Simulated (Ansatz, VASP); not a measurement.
## GaSb (d3) in VASP and in Ansatz

```
Ga Sb
1.0
     0.00000    3.05900    3.05900
     3.05900    0.00000    3.05900
     3.05900    3.05900    0.00000
Ga Sb
1 1
Direct
  0.00000 0.00000 0.00000
  0.25000 0.25000 0.25000
```

Alike in both runs: task relaxation of cell and atoms; functional PBE; dispersion D3(BJ); k mesh 12 × 12 × 12; occupations gaussian, width 0.1 eV; no spin polarisation.

```csv
,VASP,Ansatz
version,VASP 6.6.1,Ansatz 0.2.0
potentials or method,"VASP PAW PBE potentials, release 64 (Ga_d, Sb)","scalar-relativistic, plane waves, PAW"
plane-wave cutoff (eV),600,420
valence electrons in the cell,18,28
```

Ansatz gave:

| Quantity | Value |
| --- | --- |
| gap on the k mesh at the Fermi level, each at its own relaxed structure (eV) | none |
| relaxed volume (Å³/atom) | 28.78 |
| relaxed cell length with the largest relative difference (Å) | 4.334 |

Q: Estimate VASP's values.

A: gap on the k mesh at the Fermi level, each at its own relaxed structure (eV): none; relaxed volume (Å³/atom): 28.83; relaxed cell length with the largest relative difference (Å): 4.336.

A gap of «none» marks a metal or a gap that the smearing closes. The two sets of potentials don't hold the same shells in valence.

Caveats: pairwise dispersion overbinds metals, which lowers pressure and volume; this crystal is a semiconductor, whose small gap the functional closes, so the metal is an error of the method. Zero-point motion and thermal expansion aren't in these numbers. The runs have no spin-orbit coupling, so splittings on Sb are missing.
